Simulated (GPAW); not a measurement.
# MoS2 (P-3m1) in GPAW: a series of runs, part 2 of 2

GPAW 26.7.0. Earlier steps stand in the parts before.

### Step 5. Single point, PBE

The input, run.py:

```python
from ase import Atoms
from ase.dft.bandgap import bandgap
from ase.io import write
from ase.units import Bohr, GPa
from gpaw import GPAW, PW
from gpaw.elf import elf_from_dft_calculation

atoms = Atoms(['Mo', 'S', 'S'],
              cell=[[3.2274645616, 0.0, 0.0],
                    [-1.6137322808, 2.7950663001, 0.0],
                    [0.0, 0.0, 6.31247342]],
              scaled_positions=[[0.0, 0.0, 0.5],
                                [0.6666666667, 0.3333333333, 0.74468068],
                                [0.3333333333, 0.6666666667, 0.25531932]],
              pbc=True)

calc = GPAW(mode=PW(600),
            xc='PBE',
            kpts={'size': (9, 9, 4), 'gamma': True},
            occupations={'name': 'methfessel-paxton', 'order': 0, 'width': 0.017},
            nbands=25,
            convergence={'density': 1e-05, 'energy': 1e-05},
            maxiter=150,
            txt='gpaw.txt')
atoms.calc = calc
energy = atoms.get_potential_energy()
forces = atoms.get_forces()
stress = atoms.get_stress()
calc.write('gs.gpw')
write('result.traj', atoms)
print(f'Energy: {energy:.6f} eV')
print('Forces (eV/A):')
print(forces.round(4))
print('Stress (GPa):', (stress / GPa).round(3))
print('Fermi level:', round(calc.get_fermi_level(), 4), 'eV')
print(f'Gap: {bandgap(calc)[0]:.4f} eV, direct: {bandgap(calc, direct=True)[0]:.4f} eV')

# fields on the real-space grid
write('density.cube', atoms, data=calc.get_pseudo_density() * Bohr**3)
write('potential.cube', atoms, data=calc.get_electrostatic_potential())
write('elf.cube', atoms, data=elf_from_dft_calculation(calc).data)
```

Potentials or basis: GPAW PAW data sets (gpaw-data 1.2.1), pw.

The run is started by

```bash
$ OMP_NUM_THREADS=1 python run.py
```

gpaw.txt:

```text
__  _  _
 | _ |_)|_||  |
 |__||  | ||/\| - 26.7.0

Input parameters:
  mode=PW(ecut=600.0),
  convergence={'density': 1e-05, 'energy': 1e-05},
  kpts=MonkhorstPack(size=(9, 9, 4), gamma=True),
  maxiter=150,
  nbands=25,
  occupations=Occupations(name='methfessel-paxton', order=0, width=0.017),
  xc=XC(name='PBE')

Diagonalizing LCAO Hamiltonian
Converting LCAO to pw mode

            S

       Mo
         S

Atoms  # Å, Bohr magnetons
|   | symbol |         x |        y |        z |    initial magnetic moments |
|---|--------|-----------|----------|----------|-----------------------------|
| 0 |     Mo |  0.000000 | 0.000000 | 3.156237 | ( 0.0000,  0.0000,  0.0000) |
| 1 |      S |  1.613732 | 0.931689 | 4.700777 | ( 0.0000,  0.0000,  0.0000) |
| 2 |      S | -0.000000 | 1.863378 | 1.611696 | ( 0.0000,  0.0000,  0.0000) |

Unit cell  # Å
| periodic |         x |        y |        z |  lengths |     angles |
|----------|-----------|----------|----------|----------|------------|
|      yes |  3.227465 | 0.000000 | 0.000000 | 3.227465 |  90.000000 |
|      yes | -1.613732 | 2.795066 | 0.000000 | 3.227465 |  90.000000 |
|      yes |  0.000000 | 0.000000 | 6.312473 | 6.312473 | 120.000000 |

Number of symmetries: 12
Symmetry operations  # r_c * U_cc + t_c -> r_c
|    | kind |            matrix            |
|----|------|------------------------------|
|  0 |  σ   |  1, 1, 0,  0,-1, 0,  0, 0, 1 |
|  1 |  S6  |  1, 1, 0, -1, 0, 0,  0, 0,-1 |
|  2 |  E   |  1, 0, 0,  0, 1, 0,  0, 0, 1 |
|  3 |  C2  |  1, 0, 0, -1,-1, 0,  0, 0,-1 |
|  4 |  C2  |  0, 1, 0,  1, 0, 0,  0, 0,-1 |
|  5 |  C3  |  0, 1, 0, -1,-1, 0,  0, 0, 1 |
|  6 |  S6  |  0,-1, 0,  1, 1, 0,  0, 0,-1 |
|  7 |  σ   |  0,-1, 0, -1, 0, 0,  0, 0, 1 |
|  8 |  σ   | -1, 0, 0,  1, 1, 0,  0, 0, 1 |
|  9 |  i   | -1, 0, 0,  0,-1, 0,  0, 0,-1 |
| 10 |  C3  | -1,-1, 0,  1, 0, 0,  0, 0, 1 |
| 11 |  C2  | -1,-1, 0,  0, 1, 0,  0, 0,-1 |

BZ-sampling:
  Number of BZ points: 324
  Number of IBZ points: 43

  Monkhorst-Pack size: [9, 9, 4]
  Monkhorst-Pack shift: [0.0, 0.0, 0.125]

K-points  # in reciprocal-cell coordinates
|     |                                coordinates |     weight |
|-----|--------------------------------------------|------------|
|   0 | (  0.00000000,   0.00000000,   0.00000000) | 0.00308642 |
|   1 | (  0.00000000,   0.00000000,   0.25000000) | 0.00617284 |
|   2 | (  0.00000000,   0.00000000,   0.50000000) | 0.00308642 |
|   3 | (  0.11111111,   0.00000000,  -0.25000000) | 0.01851852 |
|   4 | (  0.11111111,   0.00000000,   0.00000000) | 0.01851852 |
|   5 | (  0.11111111,   0.00000000,   0.25000000) | 0.01851852 |
|   6 | (  0.11111111,   0.00000000,   0.50000000) | 0.01851852 |
|   7 | (  0.22222222,  -0.11111111,   0.00000000) | 0.01851852 |
|   8 | (  0.22222222,  -0.11111111,   0.25000000) | 0.03703704 |
|   9 | (  0.22222222,  -0.11111111,   0.50000000) | 0.01851852 |
| ... |                                            |            |
|  42 | (  0.44444444,   0.44444444,   0.50000000) | 0.01851852 |

Plane wave coefficients: 1934
Cutoff: 600.0 eV

Spin-components: 1 (collinear spins)
Bands:           25
Projectors:      16
Spin-degeneracy: 2
Datatype:        complex128

Parallelization:
  kpt:    1
  domain: 1
  band:   1

Density:
  Valence electrons: 26.0
  Components: 1
  Grid points: [20 20 36]
  Charge: 0.0  # |e|

Potential:
  Grid points: [20 20 36]

species:
  Mo:
    name:    Molybdenum
    Z:       42.0
    valence: 14
    core:    28
    charge:  0.0  # [|e|]
    compensation charges:
      type: gauss
      rc: 0.38  # [Å]
      lmax: 2
    cutoffs:
      filter: 2.16  # [Å]
      core: 1.42  # [Å]
    projectors
    | kind |    occ | energy [eV] | rcut [Å] |
    |------|--------|-------------|----------|
    |   4s |  2.000 |     -64.307 |    1.238 |
    |   5s |  1.000 |      -4.084 |    1.238 |
    |   4p |  6.000 |     -38.491 |    1.296 |
    |   5p |  0.000 |      -1.044 |    1.296 |
    |   4d |  5.000 |      -3.754 |    1.296 |
    |    d |        |      23.458 |    1.296 |

    Using partial waves for Mo as LCAO basis

  S:
    name:    Sulfur
    Z:       16.0
    valence: 6
    core:    10
    charge:  0.0  # [|e|]
    compensation charges:
      type: gauss
      rc: 0.24  # [Å]
      lmax: 2
    cutoffs:
      filter: 1.77  # [Å]
      core: 1.66  # [Å]
    projectors
    | kind |    occ | energy [eV] | rcut [Å] |
    |------|--------|-------------|----------|
    |   3s |  2.000 |     -17.254 |    0.974 |
    |   3p |  4.000 |      -7.008 |    0.979 |
    |    s |        |       9.957 |    0.974 |
    |    p |        |      20.203 |    0.979 |
    |    d |        |       0.000 |    0.900 |

    Using partial waves for S as LCAO basis

Reference energy: -131849.312427  # eV

eigensolver:
  PPCG
  Converge bands: occupied
  niter=2

density mixing:
  MSR1-Mixer
  Pratt-step length: 0.05
  Maximum mixing coefficient: 0.75
  Old densities: 10
  SVD Regularization: 0.005
  Good broyden scale: 1.0
  Trust region scale: 1.0
  Backstep threshold: 4.0
  History deletion threshold: 6.0
  Fourier metric: weight=20.0, sigma=0.015

occupation numbers:
  Methfessel-Paxton:
    width: 0.0170  # eV
    order: 0

poisson solver:
  ecut: 4800.0  # eV

xc functional:
  name: PBE with 2 nearest neighbor stencil

convergence criteria:
- Maximum integral of absolute [dens]ity change: 1e-05 electrons / valence electron
- Maximum [total energy] change in last 3 cyles: 1e-05 eV / valence electron
- Maximum integral of absolute [eigenst]ate change: 4e-08 eV^2 / valence electron
maximum number of iterations: 150

SCF iterations
|iter     | |      energy | eigst |  dens |
|---------|-|-------------|-------|-------|
|iter:   1| |  -23.120285 | +0.37 |       |
|iter:   2| |  -22.447183 | -1.50 | -0.96 |
|iter:   3| |  -21.314140 | -1.22 | -1.04 |
|iter:   4| |  -21.293363 | -2.40 | -1.51 |
|iter:   5| |  -21.290294 | -2.81 | -1.74 |
|iter:   6| |  -21.285974 | -3.66 | -2.06 |
|iter:   7| |  -21.285829 | -4.44 | -2.72 |
|iter:   8| |  -21.285802c| -5.69 | -3.29 |
|iter:   9| |  -21.285802c| -7.04 | -4.03 |
|iter:  10| |  -21.285802c| -7.64c| -4.66 |
|iter:  11| |  -21.285802c| -8.37c| -5.54c|

Converged in 11 steps
Energy contributions relative to reference atoms: (reference = -131849.312427)

Energy contributions:
  Kinetic:          -1.537932
  Coulomb:          -4.708208
  Zero:             -0.093964
  External:          0.000000
  Xc:              -14.945451
  Entropy:          -0.000496
  Spinorbit:         0.000000
  ----------------------------
  Free energy:     -21.286050
  Extrapolated:    -21.285802

dipole moment: (-6.037259, -10.456839, 0.000002)  # |e|*Ang

Fermi level: 7.532
Eigenvalues  # (at kpt = [0.000, 0.000, 0.000])
| band index |      eig [eV] | occ [0-2] |
|------------|---------------|-----------|
|          0 |       -54.288 |     2.000 |
|        ... |               |           |
|          7 |         3.555 |     2.000 |
|          8 |         3.555 |     2.000 |
|          9 |         5.721 |     2.000 |
|         10 |         6.502 |     2.000 |
|         11 |         6.600 |     2.000 |
|         12 |         6.600 |     2.000 |
[... 8 lines left out ...]
|         21 |        17.716 |     0.000 |
|         22 |        20.360 |     0.000 |
|        ... |               |           |
|         24 |        20.438 |     0.000 |

No gap
No difference between direct/indirect transitions

Forces  # eV/Ang
|        x |        y |        z |
|----------|----------|----------|
| -0.00000 |  0.00000 |  0.00000 |  # Mo   0
| -0.00000 |  0.00000 |  0.30199 |  # S    1
|  0.00000 | -0.00000 | -0.30199 |  # S    2

Stress tensor  # eV/Ang^3
|        x |         y |         z |
|----------|-----------|-----------|
| 0.000086 | -0.000000 |  0.000000 |
| 0.000000 |  0.000086 |  0.000000 |
| 0.000000 |  0.000000 | -0.018929 |

# Writing to gs.gpw (mode='')
```

Wall time 32 s (1 thread of Arm Neoverse V2, shared host); peak memory 0.19 GiB.

What came out:

| Quantity | Value |
| --- | --- |
| Free energy | -21.2861 eV |
| Pressure | 1.0 GPa |
| Largest force | 0.302 eV/Å |
| Band gap on the k mesh | none (metal or under the smearing width) |

Forces on the atoms (eV/Å):
```
Mo   0.000  0.000  0.000
S    0.000  0.000  0.302
S    0.000  0.000 -0.302
```

Levels at points of the mesh, in eV from the Fermi level:
```tsv
k point	band 11	band 12	band 13	band 14	band 15	band 16
(0.00, 0.00, 0.00)	-1.03	-0.93	-0.93	-0.30	-0.30	3.20
(0.00, 0.00, 0.50)	-0.94	-0.94	-0.36	-0.36	-0.05	3.35
```

Caveat: this functional lacks dispersion, which binds the layers, so the pressure and a relaxed spacing across them are unreliable.

### Step 6. Overview

| smearing | gap on the mesh (eV) | pressure (GPa) | largest force (eV/Å) |
| --- | --- | --- | --- |
| gaussian 0.014 eV | none | 1.0 | 0.30 |
| gaussian 0.015 eV | none | 1.0 | 0.30 |
| gaussian 0.016 eV | none | 1.0 | 0.30 |
| gaussian 0.017 eV | none | 1.0 | 0.30 |

Alike in all rows: task single point; level PBE; potentials or basis GPAW PAW data sets (gpaw-data 1.2.1), pw; no spin polarisation; cell as given; k mesh 9 × 9 × 4; cutoff (eV) 600.

Every run on the cell as given and a fine mesh finds a metal.

Caveats: this functional lacks dispersion, which binds the layers, so the pressure and a relaxed spacing across them are unreliable.

Absolute energies hang on the potentials; compare differences alone.
